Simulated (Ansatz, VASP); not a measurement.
## Zn3SnO: VASP beside Ansatz

The input INCAR:

```
SYSTEM = Zn3SnO
ALGO = Normal ; EDIFF = 1E-6
ENCUT = 520 ; GGA = PE
ISIF = 2 ; ISMEAR = 0
LASPH = .True. ; LCHARG = .False.
LREAL = .False. ; LWAVE = .False.
NBANDS = 36 ; NELM = 60
PREC = Accurate ; SIGMA = 0.05
```

The input KPOINTS:

```
k-points
0
Gamma
  4 4 4
  0 0 0
```

Contents of POSCAR:

```
Zn3SnO
1.0
    4.3340958959      0.0000000000      0.0000000000
    0.0000000000      4.3340958959      0.0000000000
    0.0000000000      0.0000000000      4.3340958959
Sn O Zn
1 1 3
Direct
    0.0000000000      0.0000000000      0.0000000000
    0.5000000000      0.5000000000      0.5000000000
    0.5000000000      0.5000000000      0.0000000000
    0.5000000000      0.0000000000      0.5000000000
    0.0000000000      0.5000000000      0.5000000000
```

Input for Ansatz:

```yaml
crystal:
  lattice:
    - [4.3340958959, 0.0, 0.0]
    - [0.0, 4.3340958959, 0.0]
    - [0.0, 0.0, 4.3340958959]
  atoms:
    - { symbol: Sn, position: [0.0, 0.0, 0.0] }
    - { symbol: O, position: [0.5, 0.5, 0.5] }
    - { symbol: Zn, position: [0.5, 0.5, 0.0] }
    - { symbol: Zn, position: [0.5, 0.0, 0.5] }
    - { symbol: Zn, position: [0.0, 0.5, 0.5] }
basis:
  ecutwfc: 420
kpoints:
  mp_grid: { grid: [4, 4, 4] }
hamiltonian:
  xc: pbe
scf:
  occupations: { method: gaussian, width: 0.05 }
output:
  forces: true
  stress: true
  eigenvalues: true
```

The cell comes from a database or a generator and needn't be the stable form of this composition.

Alike in both runs: task single point; functional PBE; k mesh 4 × 4 × 4; occupations gaussian, width 0.05 eV; no spin polarisation.

|  | VASP | Ansatz |
| --- | --- | --- |
| version | VASP 6.6.1 | Ansatz 0.2.0 |
| potentials or method | VASP PAW PBE potentials, release 64 (Sn_d, O, Zn) | scalar-relativistic, plane waves, PAW |
| plane-wave cutoff (eV) | 520 | 420 |
| valence electrons in the cell | 56 | 56 |

|  | VASP | Ansatz | Ansatz less VASP |
| --- | --- | --- | --- |
| gap on the k mesh at the Fermi level (eV) | none | none | - |
| pressure (GPa) | 1.6 | 1.4 | -0.22 |

A gap of «none» marks a metal or a gap that the smearing closes.

Caveats: the k mesh is coarse (spacing up to 0.36 Å⁻¹), so the values aren't converged.
